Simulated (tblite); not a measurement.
Torsional barriers computed with GFN2-xTB (tblite), climbing-image nudged elastic band, gas phase; electronic energies of the top image counted from the start geometry. The bands met a force threshold of 0.05 eV/Å; their tops weren't refined or checked by frequencies and can lie a kcal/mol or more above the method's true saddle points. Atom numbers follow the mapped SMILES.

**Question.** Rank the forward barriers of these bands, lowest first.
A. `[CH3:1][CH2:2][CH2:3][CH2:4][CH2:5][CH2:6][NH2:7]`: C4–C5–C6–N7 from 63° to 175°
B. `[CH3:1][CH2:2][CH2:3][GeH2:4][AsH2:5]`: C1–C2–C3–Ge4 from 66° to -179°
C. `[CH3:1][CH2:2][CH:3]([CH3:4])[CH3:5]`: C1–C2–C3–C5 from -171° to -66°
D. `[CH3:1][CH2:2][NH:3][C:4]([CH3:5])([CH3:6])[CH3:7]`: C5–C4–N3–C2 from -63° to 60°
E. `[N:1]#[C:2][CH2:3][C:4](=[O:5])[O:6][SiH3:7]`: C3–C4–O6–Si7 from -178° to -5°

**Answer.** C (2.0 kcal/mol), A (2.4 kcal/mol), D (3.0 kcal/mol), B (3.5 kcal/mol), E (4.1 kcal/mol).

| SMILES | ends of the turned bond | barrier (kcal/mol) | end above start (kcal/mol) | dihedral at top (°) | bond at start (Å) | bond at top (Å) | Eyring rate at 298 K (s⁻¹) |
| --- | --- | --- | --- | --- | --- | --- | --- |
| CCC(C)C | chain CH2 carbon / sp3 CH carbon | 2.0 | 0.0 | -119 | 1.533 | 1.544 | 2 × 10^11 |
| CCCCCCN | chain CH2 carbon / sp3 carbon bound to nitrogen | 2.4 | 0.1 | 118 | 1.528 | 1.537 | 1 × 10^11 |
| CCNC(C)(C)C | sp3 carbon bound to nitrogen / secondary amine nitrogen | 3.0 | 0.0 | 3 | 1.460 | 1.469 | 4 × 10^10 |
| CC[CH2][GeH2][AsH2] | chain CH2 carbon / sp3 carbon bound to germanium | 3.5 | 0.4 | 122 | 1.523 | 1.535 | 2 × 10^10 |
| N#CCC(=O)O[SiH3] | carbonyl carbon / oxygen singly bound to a carbonyl carbon | 4.1 | 3.2 | -81 | 1.314 | 1.317 | 6 × 10^9 |

Rates take the electronic barrier for the free energy of activation. GFN2-xTB barriers can miss by several kcal/mol, and conformer orders can be wrong, so the ranking may change at better levels.
